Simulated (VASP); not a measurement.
# MnSb: DFT+U with U raised in steps, by symmetry

MnSb, Fm-3m (no. 225), 4 atoms in the cell. PBEsol, DFT+U, U raised in steps; PAW potentials Sb, Mn_pv (PBE set).

| Symmetry (ISYM) | U at once less U in steps (meV/atom) | Gap with U at once (eV) | Time (s) |
|---|---|---|---|
| 0 | 0.0 | 0.00 | 234 |
| 2 | 0.0 | 0.00 | 89 |

## Input of the first row

INCAR.step1:
```
SYSTEM = MnSb
PREC = Accurate ; ENCUT = 520
EDIFF = 1E-6 ; NELM = 200
ALGO = Normal ; ISMEAR = 0
SIGMA = 0.05 ; LREAL = .False.
LASPH = .True. ; LMAXMIX = 4
LORBIT = 11 ; LWAVE = .True.
LCHARG = .True. ; GGA = PS
ISPIN = 2 ; MAGMOM = 0 0 5 -5
ISYM = 0 ; AMIX = 0.2
BMIX = 1E-4 ; AMIX_MAG = 0.8
BMIX_MAG = 1E-4 ; LDAU = .True.
LDAUTYPE = 2 ; LDAUL = -1 2
LDAUU = 0 0 ; LDAUJ = 0 0
LDAUPRINT = 1
```

INCAR.step2, as INCAR.step1 but for:
```
- LDAUU = 0 0
+ LDAUU = 0 1
+ ISTART = 1
+ ICHARG = 1
```

INCAR.step3, as INCAR.step2 but for:
```
- LDAUU = 0 1
+ LDAUU = 0 2
```

INCAR.step4 to INCAR.step7 change the same tag again: LDAUU = 0 3, 0 4, 0 5, 0 6.

INCAR.step8, as INCAR.step7 but for:
```
- LWAVE = .True.
- LCHARG = .True.
- ISTART = 1
- ICHARG = 1
+ LWAVE = .False.
+ LCHARG = .False.
```

KPOINTS:
```
k-points
0
Gamma
  5 5 4
```

POSCAR:
```
MnSb
1.0
    0.0000000000      2.7950160000      2.7950160000
    0.0000000000     -2.7950160000      2.7950160000
    5.5900320000      0.0000000000      0.0000000000
Sb Mn
2 2
Direct
    0.0000000000      0.0000000000      0.5000000000
    0.5000000000      0.5000000000      0.0000000000
    0.0000000000      0.0000000000      0.0000000000
    0.5000000000      0.5000000000      0.5000000000
```

Commands (each step's output is kept before the next begins):
```
cat potpaw_PBE.64/Sb/POTCAR potpaw_PBE.64/Mn_pv/POTCAR > POTCAR
cp INCAR.step1 INCAR
mpirun -np 4 vasp_std > vasp.out
cp INCAR.step2 INCAR
mpirun -np 4 vasp_std > vasp.out
cp INCAR.step3 INCAR
mpirun -np 4 vasp_std > vasp.out
cp INCAR.step4 INCAR
mpirun -np 4 vasp_std > vasp.out
cp INCAR.step5 INCAR
mpirun -np 4 vasp_std > vasp.out
cp INCAR.step6 INCAR
mpirun -np 4 vasp_std > vasp.out
cp INCAR.step7 INCAR
mpirun -np 4 vasp_std > vasp.out
rm WAVECAR CHGCAR CHG
cp INCAR.step8 INCAR
mpirun -np 4 vasp_std > vasp.out
```

Changes of the last row against the first:
```
(all steps)
- ISYM = 0
+ ISYM = 2
```

VASP 6.6.1 took 234 s on 4 cores (Intel Xeon Platinum 8488C (Sapphire Rapids)), a shared host.
